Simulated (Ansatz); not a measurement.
# Al6P6H: the cost of one run

Program: Ansatz 0.2.0. Level of theory: DFT PBE, scalar-relativistic, plane waves, PAW. These are calculated values, not measurements.

The COD entry's cell or inner coordinates are ideal or old and differ from later refinements, so a difference from it is no clean test against experiment.

41 further runs of the same task are left out: 41 set aside as unsound or not needed.

### 1 Starting point

It takes space group F-43m (No. 216, cubic). The conventional cell has a = 5.507 Å, b = 5.507 Å, c = 5.507 Å, α = 90.00°, β = 90.00°, γ = 90.00°. Around Al (site symmetry -43m) lie 4 P at 2.38 Å. P (site symmetry -43m) is surrounded by 4 Al at 2.38 Å.

As a file:

```cif
data_structure
_symmetry_space_group_name_H-M 'F-43m'
_symmetry_Int_Tables_number 216
_cell_length_a 5.5065
_cell_length_b 5.5065
_cell_length_c 5.5065
_cell_angle_alpha 90.000
_cell_angle_beta 90.000
_cell_angle_gamma 90.000
_cell_volume 166.97
loop_
_atom_site_label
_atom_site_type_symbol
_atom_site_symmetry_multiplicity
_atom_site_Wyckoff_symbol
_atom_site_fract_x
_atom_site_fract_y
_atom_site_fract_z
_atom_site_occupancy
Al1 Al 4 a 0.00000 0.00000 0.00000 1
P1 P 4 c 0.25000 0.25000 0.25000 1
```

It is the result of an earlier relaxation at this level (volume 20.87 Å³/atom; gap on the mesh: 1.63 eV).

### 2 The scan

Atoms count from 1 in the order of the input.

A guest moved over a lattice plane through the rigid host; the plane is (1 −1 1) of the conventional cell, half-way across the widest gap between atomic layers, origin above P10.

- place of H13 along a1: 9 values from 0.000 to 0.889, periodic
- place of H13 along a2: 9 values from 0.000 to 0.889, periodic

Nothing else is relaxed (host rigid, guest held in the plane). Points are written as (first, second).

The two vectors of the plane (Å): (2.753, -2.753, 0.000); (2.753, 0.000, -2.753).

### 3 Grid point (0/9, 4/9) of the map's two axes

Contents of input.yaml:

```yaml
crystal:
  lattice:
    - [-5.5065207324, -2.7532603662, 2.7532603662]
    - [-2.7532603662, 2.7532603662, 5.5065207324]
    - [-5.5065207324, 2.7532603662, -2.7532603662]
  atoms:
    - { symbol: Al, position: [0.1666666667, 0.6666666667, 0.5] }
    - { symbol: Al, position: [0.6666666667, 0.6666666667, 0.0] }
    - { symbol: Al, position: [0.5, 0.0, 0.5] }
    - { symbol: Al, position: [0.0, 0.0, 0.0] }
    - { symbol: Al, position: [0.3333333333, 0.3333333333, 0.0] }
    - { symbol: Al, position: [0.8333333333, 0.3333333333, 0.5] }
    - { symbol: P, position: [0.125, 1.0, 0.625] }
    - { symbol: P, position: [0.625, 1.0, 0.125] }
    - { symbol: P, position: [0.4583333333, 0.3333333333, 0.625] }
    - { symbol: P, position: [0.9583333333, 0.3333333333, 0.125] }
    - { symbol: P, position: [0.2916666667, 0.6666666667, 0.125] }
    - { symbol: P, position: [0.7916666667, 0.6666666667, 0.625] }
    - { symbol: H, position: [0.6643759141, 0.3518243522, 0.0625103124] }
total_charge: 1
basis:
  ecutwfc: 420
kpoints:
  mp_grid: { grid: [4, 4, 4] }
hamiltonian:
  xc: pbe
  pseudopotentials: { kind: paw, azcp: { folder: soft_1 } }
scf:
  occupations: { method: gaussian, width: 0.05 }
output:
  forces: true
  stress: true
  eigenvalues: true
  write_density: true
  write_potential: true
  elf: true
  volumetric_format: npy
```

On the command line:

```bash
ansatz run input.yaml --threads 4 --pin off --max-ram 8192MiB --backend cpu --events-out ev --progress --plain --runs-dir out
```

Q: Estimate wall time and peak memory on 4 threads of Arm Neoverse N1, shared host.

About 18 s, with a peak of 0.66 GiB.
